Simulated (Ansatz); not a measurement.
# TiSi (Cmmm) in Ansatz: equation of state

Aim: energy against volume of TiSi in PBEsol, for its equilibrium volume and stiffness.

Program: Ansatz 0.2.0. These are calculated values, not measurements. Logs are shortened: lines on timing, memory, paths and dates and some standing lists are left out, and cuts for length are marked.

## Step 1: The structure

The structure is orthorhombic, space group Cmmm (No. 65). Conventional cell: a = 3.632 Å, b = 4.235 Å, c = 3.804 Å, α = 90.00°, β = 90.00°, γ = 90.00°. Ti (site symmetry mmm) has 8 Si at 2.63 to 2.85 Å and 4 Ti at 2.79 Å as nearest neighbours. Si (site symmetry mmm) is surrounded by 8 Ti at 2.63 to 2.85 Å and 4 Si at 2.79 Å.

The cell comes from a database or a generator and needn't be the stable form of this composition.

## Step 2: Equation of state, PBEsol

Potentials or basis: all-electron LAPW, scalar-relativistic.

No new run: the results of the series are fitted here.

Results:

```
Equilibrium volume                        : 14.18 Å³/atom
Bulk modulus at fixed shape and positions : 147 GPa
Pressure derivative of the bulk modulus   : 3.9
```

Energy against volume, from the lowest point:
| volume (Å³/atom) | energy (meV/atom) |
| --- | --- |
| 13.752 | 5.61 |
| 14.045 | 0.00 |
| 14.337 | 0.17 |
| 14.630 | 5.60 |
| 14.922 | 15.78 |
| 15.215 | 30.25 |
| 15.508 | 48.58 |

Caveat: the cell was scaled at fixed shape and fractional positions, which overstates the stiffness of a crystal with free parameters, most of all of layers and chains.
